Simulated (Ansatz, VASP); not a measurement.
# Cu in VASP and in Ansatz

```xyz
2
Lattice="2.5341 0.0000 0.0000 -1.2670 2.1946 0.0000 0.0000 0.0000 4.1126" Properties=species:S:1:pos:R:3 pbc="T T T"
Cu    1.2532    0.7689    3.0594
Cu    0.0536    1.4636    1.0227
```

Change from the starting cell: atoms moved at random, drawn with an rms of 0.05 Å.

Alike in both runs: task single point; functional PBE; k mesh 12 × 12 × 7; occupations fermi-dirac, width 0.05 eV; no spin polarisation.

```csv
,VASP,Ansatz
version,VASP 6.6.1,Ansatz 0.2.0
potentials or method,"VASP PAW PBE potentials, release 64 (Cu)",Ansatz PAW
plane-wave cutoff (eV),520,420
valence electrons in the cell,22,38
```

VASP gave:

| Quantity | Value |
| --- | --- |
| gap on the k mesh at the Fermi level (eV) | none |
| pressure (GPa) | 8.0 |
| largest component of the traceless stress (GPa) | 0.89 |
| rms of the force components (eV/Å) | 0.123 |

Q: What did Ansatz give for the same quantities?

A: gap on the k mesh at the Fermi level (eV): none; pressure (GPa): 7.5; largest component of the traceless stress (GPa): 0.93; rms of the force components (eV/Å): 0.122.

Atom by atom the forces differ by 0.001 eV/Å (rms over components). A gap of «none» marks a metal or a gap that the smearing closes. With one functional, cell and mesh, what is left measures potentials, basis and numerics. The two sets of potentials don't hold the same shells in valence.
